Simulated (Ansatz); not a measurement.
# MnO2 (Pmmn) in Ansatz: a series of runs

Runs on MnO2. Level: PBE. Tasks: single point.

Program: Ansatz 0.2.0. These are calculated values, not measurements. Logs are shortened: lines on timing, memory, paths and dates and some standing lists are left out, and cuts for length are marked.

## 1. Starting point

It takes space group Pmmn (No. 59, orthorhombic). Conventional cell: a = 2.904 Å, b = 3.845 Å, c = 6.164 Å, α = 90.00°, β = 90.00°, γ = 90.00°. Mn (site symmetry mm2) has 6 O at 1.83 to 2.05 Å as nearest neighbours. Around O (site symmetry mm2) lie 2 Mn at 1.83 Å. O (site symmetry mm2) is surrounded by 4 Mn at 1.98 to 2.05 Å.

Measurements of this composition are mostly on another form, of space group No. 136.

## 2. Single point, PBE, collinear spin, ferromagnetic start

input.yaml reads:

```yaml
crystal:
  lattice:
    - [2.904158, 0.0, 0.0]
    - [0.0, 3.84481, 0.0]
    - [0.0, 0.0, 6.164264]
  atoms:
    - { symbol: Mn, position: [0.5, 0.5, 0.3433015], spin: 4.0 }
    - { symbol: Mn, position: [0.0, 0.0, 0.6566985], spin: 4.0 }
    - { symbol: O, position: [0.5, 0.0, 0.8375675] }
    - { symbol: O, position: [0.0, 0.5, 0.1624325] }
    - { symbol: O, position: [0.5, 0.0, 0.4217995] }
    - { symbol: O, position: [0.0, 0.5, 0.5782005] }
hamiltonian:
  xc: pbe
  pseudopotentials: { kind: paw }
magnetization:
  spin_polarized: true
  initial_magnetization: 8.0
  spin_locking: { lock_magnetization: hard }
kpoints:
  mp_grid: { grid: [8, 6, 4] }
scf:
  occupations: { method: fermi_dirac, width: 0.05 }
  lower_state_search: "off"
output:
  forces: true
  stress: true
  eigenvalues: true
```

Potentials or basis: Ansatz PAW.

Started as:

```
> ansatz run input.yaml --threads 2 --pin off --max-ram 5632MiB --backend cpu --events-out ev --progress --plain --runs-dir out
```

What it wrote:

```text
Warning: output.stress: scf.convergence.dr2_threshold = 1e-7 eV (the SCF's general default) is looser than the 6e-10 eV advised for a printed stress (1e-10 eV for each atom of the cell: 6). What an SCF threshold leaves in a stress goes as its square root, and in the free energy as the threshold itself, and one threshold admits the most on a small cell: of the crystals measured, under no hybrid functional and no lock of the moments, on runs that ended without the residual-converged pass, on stresses that held no estimate of that error, the worst erred by over 100 MPa in a component at 1e-7 eV an atom and by under 5 at 1e-10. Set scf.convergence.dr2_threshold to 6e-10 eV or tighter. The threshold is an SCF's pass mark: one that does not reach it within its budget of iterations ends unconverged, or closes short of it on a stop that the run arms, and scf.convergence.dr2_threshold's page says what that costs each kind of run
Warning: RAYON_NUM_THREADS=2 ignored (pool sized by the plan → 2); use --threads N
Engine: ansatz 0.2.0, aarch64-unknown-linux-gnu
Pseudopotentials: kind: paw
Pseudopotential: Mn, paw, valence charge 15, recommended cutoff 420 eV (normal), Mn.paw.azcp
Pseudopotential: O, paw, valence charge 6, recommended cutoff 420 eV (normal), O.paw.azcp
Functional definition: PBE
  parameter kappa = 0.804
  parameter beta = 0.06672455060314922
  exchange = pbe_x(kappa = kappa, mu = beta*pi^2/3)
  correlation = pbe_c(beta = beta)
Crystal: 6 atoms, lattice volume = 68.830 Å³
Basis set: ecut = 420 eV, 1337 PW (Γ), exchange–correlation on 40×54×90 points (8 copies of the dense FFT grid, shifted against one another)
Bands: 38, of which v1, the nominal top of the filled ones, is band 27 counted from 1 (26 counted from 0)
Symmetry: 8 space group operations
Space group: Pmmn (ITA 59), of the structure as read, at distance tolerance 4.1e-5 Å
Magnetic group: BNS 59.405 (UNI 503), of the structure as read, at distance tolerance 4.1e-5 Å
k-points: 60 of 192
Non-local potential: Mn, projectors of the file, l = 0: 3, l = 1: 2, l = 2: 3, l = 3: 1
Non-local potential: O, projectors of the file, l = 0: 2, l = 1: 2, l = 2: 1
PAW form: soft (Blöchl's): semilocal exchange-correlation on the pseudo side does not see the compensation charge
PAW one-centre angular grid: Mn, 590 points (default); XC on 64 Gauss nodes
PAW one-centre angular grid: O, 110 points (default); XC on 64 Gauss nodes
Initial density: superposition of atomic densities (chi_scale 0.1, normalization cell, long waves kept (reshape's long-wave potential 0.46 eV rms))
Starting moments: Σ|m| = 8 μB on 2 of 6 sites
Initial wavefunctions: pseudopotential atomic-orbital guess
Functional: x = pbe(κ = 0.804, μ = 0.2195149727645171), c = pbe(β = 0.06672455060314922)
SCF iter   1: F=—  HF=-10071.428095 eV  |F-HF|=—  |Δ(HF+E_count)|=         —  Δρ=2.44e-1 (↑1.12e-1 ↓2.44e-1)  dr2=1.06e2  dr2_m=3.36e0  M=8.000 μB ∫|m|=8.000 μB  β_m=0.30  ethr=3.10e-3  ⟨swp⟩=6.2  Hψ=17969  notcnv=0
preconditioner: auto → Kerker (q_TF=auto, 2.620 Å⁻¹)  [metal: Δε(μ)=0.006 eV  Ē_g=11.247 eV  σ=0.050 eV  W_gap=0.03  n_scr=20 (ndim 8)  ℏωp=27.6 eV  f_vac=0.088  D(μ)=6.99/eV (n_scr^D=86)]
spin=Collinear: Kerker preconditioning applied to the charge; magnetization (m = ρ↑ − ρ↓) channel mixes plain (no charge-response kernel on spin).
SCF iter   2: F=—  HF=-10065.211148 eV  |F-HF|=—  |Δ(HF+E_count)|=    6.22e0  Δρ=9.08e-2 (↑9.08e-2 ↓4.86e-2)  dr2=8.43e0  dr2_m=6.09e-1  M=8.000 μB ∫|m|=8.004 μB  β_m=0.27  ethr=3.10e-3  ⟨swp⟩=3.7  Hψ=11754  notcnv=0  defer=230
SCF iter   3: F=—  HF=-10064.266743 eV  |F-HF|=—  |Δ(HF+E_count)|=   9.44e-1  Δρ=4.76e-2 (↑4.76e-2 ↓2.34e-2)  dr2=1.83e0  dr2_m=4.28e-1  M=8.000 μB ∫|m|=8.010 μB  β_m=0.63  ethr=3.10e-3  ⟨swp⟩=3.6  Hψ=9435  notcnv=0  defer=235
SCF iter   4: F=—  HF=-10064.827449 eV  |F-HF|=—  |Δ(HF+E_count)|=   5.61e-1  Δρ=3.60e-2 (↑1.70e-2 ↓3.60e-2)  dr2=2.79e0  dr2_m=6.69e-2  M=8.000 μB ∫|m|=8.021 μB  β_m=0.59  ethr=3.10e-3  ⟨swp⟩=3.0  Hψ=9314  notcnv=0  defer=239
SCF iter   5: F=—  HF=-10064.546149 eV  |F-HF|=—  |Δ(HF+E_count)|=   2.81e-1  Δρ=1.68e-2 (↑1.09e-2 ↓1.68e-2)  dr2=1.15e0  dr2_m=2.08e-2  M=8.000 μB ∫|m|=8.029 μB  β_m=0.56  ethr=3.10e-3  ⟨swp⟩=2.0  Hψ=5889  notcnv=0  defer=250
SCF iter   6: F=—  HF=-10064.448103 eV  |F-HF|=—  |Δ(HF+E_count)|=   9.80e-2  Δρ=9.36e-3 (↑6.72e-3 ↓9.36e-3)  dr2=3.82e-1  dr2_m=1.37e-2  M=8.000 μB ∫|m|=8.025 μB  β_m=0.78  ethr=2.12e-3  ⟨swp⟩=1.5  Hψ=4928  notcnv=0  defer=250
SCF iter   7: F=—  HF=-10064.428622 eV  |F-HF|=—  |Δ(HF+E_count)|=   1.95e-2  Δρ=6.99e-3 (↑4.79e-3 ↓6.99e-3)  dr2=6.63e-2  dr2_m=5.54e-3  M=8.000 μB ∫|m|=8.015 μB  β_m=0.89  ethr=7.08e-4  ⟨swp⟩=2.2  Hψ=5960  notcnv=0  defer=250
SCF iter   8: F=—  HF=-10064.426502 eV  |F-HF|=—  |Δ(HF+E_count)|=   2.12e-3  Δρ=1.73e-3 (↑1.73e-3 ↓1.09e-3)  dr2=1.14e-2  dr2_m=2.42e-4  M=8.000 μB ∫|m|=8.015 μB  β_m=0.90  ethr=1.23e-4  ⟨swp⟩=2.7  Hψ=7499  notcnv=0  defer=243
SCF iter   9: F=—  HF=-10064.426465 eV  |F-HF|=—  |Δ(HF+E_count)|=   3.67e-5  Δρ=4.63e-4 (↑3.43e-4 ↓4.63e-4)  dr2=4.08e-4  dr2_m=1.05e-5  M=8.000 μB ∫|m|=8.014 μB  β_m=0.95  ethr=2.12e-5  ⟨swp⟩=2.2  Hψ=6960  notcnv=0  defer=243
SCF iter  10: F=—  HF=-10064.426633 eV  |F-HF|=—  |Δ(HF+E_count)|=   1.68e-4  Δρ=2.23e-4 (↑1.06e-4 ↓2.23e-4)  dr2=1.08e-4  dr2_m=5.62e-6  M=8.000 μB ∫|m|=8.014 μB  β_m=0.97  ethr=7.56e-7  ⟨swp⟩=2.1  Hψ=5908  notcnv=0  defer=243
SCF iter  11: F=—  HF=-10064.426648 eV  |F-HF|=—  |Δ(HF+E_count)|=   1.51e-5  Δρ=7.06e-5 (↑7.06e-5 ↓7.06e-5)  dr2=1.81e-5  dr2_m=6.10e-7  M=8.000 μB ∫|m|=8.014 μB  β_m=0.99  ethr=2.01e-7  ⟨swp⟩=2.4  Hψ=6283  notcnv=0  defer=243
SCF iter  12: F=—  HF=-10064.426650 eV  |F-HF|=—  |Δ(HF+E_count)|=   1.80e-6  Δρ=3.08e-5 (↑3.08e-5 ↓2.87e-5)  dr2=2.28e-6  dr2_m=4.56e-8  M=8.000 μB ∫|m|=8.014 μB  β_m=0.94  ethr=3.36e-8  ⟨swp⟩=2.1  Hψ=5997  notcnv=0  defer=243
SCF iter  13: F=—  HF=-10064.426651 eV  |F-HF|=—  |Δ(HF+E_count)|=   3.96e-7  Δρ=1.96e-5 (↑9.23e-6 ↓1.96e-5)  dr2=6.22e-7  dr2_m=3.16e-8  M=8.000 μB ∫|m|=8.014 μB  β_m=0.97  ethr=4.22e-9  ⟨swp⟩=2.0  Hψ=6026  notcnv=0  defer=243
SCF iter  14: F=—  HF=-10064.426651 eV  |F-HF|=—  |Δ(HF+E_count)|=   1.55e-7  Δρ=1.15e-5 (↑1.08e-5 ↓1.15e-5)  dr2=3.90e-7  dr2_m=2.30e-9  M=8.000 μB ∫|m|=8.014 μB  β_m=0.78  ethr=1.15e-9  ⟨swp⟩=2.2  Hψ=5960  notcnv=0  defer=243
SCF iter  15: F=-10064.426651 eV  HF=-10064.426651 eV  |F-HF|=6.77e-8  |Δ(HF+E_count)|=   3.39e-9  Δρ=5.78e-6 (↑5.74e-6 ↓5.78e-6)  dr2=9.53e-8  dr2_m=2.84e-10  M=8.000 μB ∫|m|=8.014 μB  ethr=1.85e-10  ⟨swp⟩=6.9  Hψ=17373  notcnv=0
SCF 1 converged in 15 iterations: F = -10064.426651 eV  dr2 = 9.53e-8
SCF converged after 15 iterations
Stability checked in part: among states of this total moment the steps that led to this state did not find it unstable. No probe was made; neither looks for a lower state of another moment (fixed_total_moment; see scf.lower_state_search)
Magnetization: 8.0000 μB (31.0000 up, 23.0000 down)
Absolute magnetization: 8.0154 μB (∫|ρ↑−ρ↓|, with the PAW one-centre terms)
Spin contamination: 0.0614 ħ² per cell (⟨S²⟩ above its minimum at these occupations)
Per-site moments (μB) at R_I (Å): [(2.7474432311530457, 0.7551780635326026), (2.747443231153046, 0.7551780635326026), (0.4261764731904106, 0.7551780635326026), (0.42617647319041074, 0.7551780635326026), (0.1843052264519319, 0.8177268280132386), (0.1843052264519318, 0.8177268280132386)]
Free energy (F): -10064.426651 eV
Harris-Foulkes:  -10064.426651 eV  (|F-HF|=6.77e-8)
Internal energy: -10064.389355 eV  (E = F + TS)
E sigma→0 (E₀):  -10064.408003 eV
Entropy (-TS):   -0.037296 eV (-6.216 meV/atom)
Fermi energy:    7.332816 (↑ 8.815377, ↓ 5.850254) eV
--- Per-component energies (eV) ---
  E_band       = -737.072383
  E_kinetic    = 1293.710091
  E_local      = -7337.583333  (includes V_loc(G=0)·N_el)
  E_nonlocal   = 677.992766
  E_hartree    = 3009.977283
  E_xc         = -517.996188
  E_vxc        = -661.536946  (∫ρ·V_xc dr)
  E_paw        = -3227.382524  (= ΣΔE_a)
  E_vpaw       = -729.604005  (= ΣTr[D̂ρ^β])
  E_aug_tail   = 0.009572  (compensation charges beyond the density's cutoff)
  E_ewald      = -3963.117022
  E_smearing   = -0.037296  (= −TS)
  E_closure    = -0.000000  (closes the sum)
  Σ components = -10064.426651   (vs F -10064.426651, Δ=0.00e0)
--- Forces (eV/Å), atoms counted from 1 ---
  atom   1  Mn    -0.00000000    -0.00000000     0.81956821
  atom   2  Mn     0.00000000     0.00000000    -0.81956821
  atom   3  O     -0.00000000     0.00000000     0.69585356
  atom   4  O      0.00000000    -0.00000000    -0.69585356
  atom   5  O      0.00000000     0.00000000    -0.31830181
  atom   6  O     -0.00000000    -0.00000000     0.31830181
  max |Σ_I F_I| component: 1.11e-16 eV/Å
--- Stress (GPa, compression-positive) ---
        8.695113       0.000000      -0.000000
        0.000000       6.407849      -0.000000
       -0.000000      -0.000000       3.503007
  P = ⅓ Tr σ = 6.2020 GPa (62.020 kbar)
--- Band table (eV; the first three rows and the last of 120) ---
  k-point 0 ↑: bands = ["-73.7818", "-73.7756", "-42.5340", "-42.5019", "-42.4869", "-42.4738", "-42.4678", "-42.4391", "-12.4108", "-10.7315", "-10.4977", "-10.4811", "0.7131", "1.3285", "1.4244", "1.9114", "2.3964", "3.6292", "3.6305", "3.9142", "4.1690", "4.6504", "4.6879", "5.3075", "5.6785", "5.6857", "6.4227", "6.6900", "7.3491", "7.7414", "8.1754", "8.4382", "9.8665", "10.1907", "13.5802", "17.1456", "17.9923", "19.6759"]
  k-point 1 ↑: bands = ["-73.7818", "-73.7756", "-42.5340", "-42.5020", "-42.4869", "-42.4738", "-42.4678", "-42.4391", "-12.3943", "-10.7946", "-10.5957", "-10.3386", "0.7129", "1.2532", "1.6064", "1.9289", "2.3607", "3.5755", "3.6472", "3.9861", "4.2069", "4.4837", "4.6414", "5.3079", "5.6710", "5.6781", "6.4103", "6.7172", "7.2904", "7.7924", "8.0748", "8.5047", "9.8052", "10.2424", "14.0326", "16.3495", "18.5572", "19.8044"]
  k-point 2 ↑: bands = ["-73.7818", "-73.7756", "-42.5340", "-42.5020", "-42.4869", "-42.4738", "-42.4678", "-42.4391", "-12.3772", "-10.8592", "-10.6130", "-10.2760", "0.7129", "1.2419", "1.7249", "1.9489", "2.3229", "3.5357", "3.7291", "4.0454", "4.2166", "4.2455", "4.6305", "5.3083", "5.6560", "5.6776", "6.4108", "6.7236", "7.2415", "7.8336", "8.0142", "8.5418", "9.7558", "10.2821", "15.0824", "15.1451", "19.1225", "19.6992"]
  k-point 59 ↓: bands = ["-70.1452", "-70.1452", "-39.2497", "-39.2497", "-38.9891", "-38.9891", "-38.7017", "-38.7017", "-10.5234", "-10.5234", "-9.5269", "-9.5269", "0.9722", "0.9722", "3.2469", "3.2469", "3.5327", "3.5327", "3.6885", "3.6885", "5.1589", "5.1589", "5.9606", "5.9606", "9.0905", "9.0905", "9.5628", "9.5628", "10.3076", "10.3076", "11.0261", "11.0261", "11.6160", "11.6160", "19.4766", "19.4766", "20.9062", "20.9062"]
```

Run time: 17 s. Hardware: 2 threads of Arm Neoverse V1, shared host; peak memory 0.48 GiB.

Results:

```yaml
Free_energy: -10064.4267 eV
Pressure: 6.2 GPa
Largest_force: 0.820 eV/Å
Net_moment: 8.00 μB per cell
Absolute_moment: 8.02 μB per cell
Site_moments: Mn +2.75; O +0.43, +0.18 μB
```

Forces on the atoms (eV/Å):
```
Mn   0.000  0.000  0.820
Mn   0.000  0.000 -0.820
O    0.000  0.000  0.696
O    0.000  0.000 -0.696
O    0.000  0.000 -0.318
O    0.000  0.000  0.318
```

Caveat: the pressure holds a Pulay correction of +0.7 GPa for the finite cutoff; the total moment is fixed, so each spin has its own Fermi level; only a ferromagnetic start was run, and an antiferromagnetic order may lie lower in energy; the thresholds are loose for stress.

## 3. Single point, PBE, collinear spin, ferromagnetic start

Edit input.yaml of step 2 so:

```diff
@@ -6,4 +6,4 @@
   atoms:
-    - { symbol: Mn, position: [0.5, 0.5, 0.3433015], spin: 4.0 }
-    - { symbol: Mn, position: [0.0, 0.0, 0.6566985], spin: 4.0 }
+    - { symbol: Mn, position: [0.5, 0.5, 0.3433015], spin: 5.0 }
+    - { symbol: Mn, position: [0.0, 0.0, 0.6566985], spin: 5.0 }
     - { symbol: O, position: [0.5, 0.0, 0.8375675] }
@@ -17,3 +17,3 @@
   spin_polarized: true
-  initial_magnetization: 8.0
+  initial_magnetization: 10.0
   spin_locking: { lock_magnetization: hard }
```

Potentials or basis: Ansatz PAW.

Started as:

```
> ansatz run input.yaml --threads 2 --pin off --max-ram 5632MiB --backend cpu --events-out ev --progress --plain --runs-dir out
```

What it wrote:

```text
Warning: output.stress: scf.convergence.dr2_threshold = 1e-7 eV (the SCF's general default) is looser than the 6e-10 eV advised for a printed stress (1e-10 eV for each atom of the cell: 6). What an SCF threshold leaves in a stress goes as its square root, and in the free energy as the threshold itself, and one threshold admits the most on a small cell: of the crystals measured, under no hybrid functional and no lock of the moments, on runs that ended without the residual-converged pass, on stresses that held no estimate of that error, the worst erred by over 100 MPa in a component at 1e-7 eV an atom and by under 5 at 1e-10. Set scf.convergence.dr2_threshold to 6e-10 eV or tighter. The threshold is an SCF's pass mark: one that does not reach it within its budget of iterations ends unconverged, or closes short of it on a stop that the run arms, and scf.convergence.dr2_threshold's page says what that costs each kind of run
Warning: RAYON_NUM_THREADS=2 ignored (pool sized by the plan → 2); use --threads N
[... 7 set-up lines as earlier in the session ...]
[... 67 lines left out ...]
  atom   4  O      0.00000000    -0.00000000    -2.42222288
  atom   5  O      0.00000000    -0.00000000    -1.13191337
  atom   6  O     -0.00000000     0.00000000     1.13191337
  max |Σ_I F_I| component: 0.00e0 eV/Å
--- Stress (GPa, compression-positive) ---
       37.981174      -0.000000      -0.000000
       -0.000000      13.880140      -0.000000
       -0.000000      -0.000000      18.505839
  P = ⅓ Tr σ = 23.4557 GPa (234.557 kbar)
--- Band table (eV; the first three rows and the last of 120) ---
  k-point 0 ↑: bands = ["-72.9849", "-72.9786", "-41.7655", "-41.7320", "-41.7281", "-41.7156", "-41.7145", "-41.6859", "-12.4456", "-11.0757", "-10.8679", "-10.5941", "0.9656", "1.3736", "1.4674", "2.0213", "2.4470", "3.1357", "3.5217", "3.7173", "4.0547", "4.7360", "4.8530", "5.5901", "5.9756", "6.3665", "6.8823", "7.0545", "7.5776", "8.0513", "8.4638", "8.8618", "10.1146", "10.4213", "13.4335", "16.9859", "17.9345", "19.7909", "21.2655"]
  k-point 1 ↑: bands = ["-72.9849", "-72.9786", "-41.7654", "-41.7320", "-41.7281", "-41.7156", "-41.7145", "-41.6859", "-12.4200", "-11.2098", "-10.7573", "-10.5983", "0.9658", "1.2838", "1.6797", "2.0423", "2.4060", "3.1085", "3.5534", "3.7230", "4.0929", "4.5043", "4.8531", "5.5763", "5.9761", "6.3660", "6.8922", "7.0564", "7.5555", "8.0691", "8.4192", "8.9049", "10.0588", "10.4677", "13.8824", "16.2011", "18.5028", "19.9453", "21.3296"]
  k-point 2 ↑: bands = ["-72.9849", "-72.9786", "-41.7654", "-41.7321", "-41.7281", "-41.7156", "-41.7145", "-41.6859", "-12.3922", "-11.3032", "-10.6827", "-10.6095", "0.9662", "1.2691", "1.8193", "2.0682", "2.3610", "3.0845", "3.5818", "3.8218", "4.1314", "4.1813", "4.8527", "5.5621", "5.9766", "6.3654", "6.9128", "7.0420", "7.5349", "8.0855", "8.3946", "8.9344", "10.0135", "10.5036", "14.8893", "15.0375", "19.0539", "19.8898", "21.1638"]
  k-point 59 ↓: bands = ["-68.8902", "-68.8902", "-37.9662", "-37.9662", "-37.7800", "-37.7800", "-37.5824", "-37.5824", "-10.0969", "-10.0969", "-9.4654", "-9.4654", "1.3575", "1.3575", "3.4329", "3.4329", "3.9775", "3.9775", "4.0461", "4.0461", "5.2570", "5.2570", "6.1474", "6.1474", "10.0300", "10.0300", "10.5807", "10.5807", "11.1412", "11.1412", "12.1059", "12.1059", "12.5497", "12.5497", "19.6000", "19.6000", "20.8562", "20.8562", "21.1214"]
```

It took 16 s on 2 threads of Arm Neoverse V1, shared host; peak memory 0.48 GiB.

What came out:

```yaml
Free_energy: -10060.9812 eV
Pressure: 23.5 GPa
Largest_force: 2.422 eV/Å
Net_moment: 10.00 μB per cell
Absolute_moment: 10.00 μB per cell
Site_moments: Mn +3.09; O +0.68, +0.40 μB
```

Forces in eV/Å, atoms in the order of the input:
```
Mn   0.000  0.000  1.456
Mn   0.000  0.000 -1.456
O    0.000  0.000  2.422
O    0.000  0.000 -2.422
O    0.000  0.000 -1.132
O    0.000  0.000  1.132
```

Caveat: the pressure holds a Pulay correction of +0.7 GPa for the finite cutoff; the total moment is fixed, so each spin has its own Fermi level; only a ferromagnetic start was run, and an antiferromagnetic order may lie lower in energy; forces of over 1 eV/Å show positions far from the minimum, so gaps and moduli don't describe the material at rest; the thresholds are loose for stress.

[end of part 1 of 2]
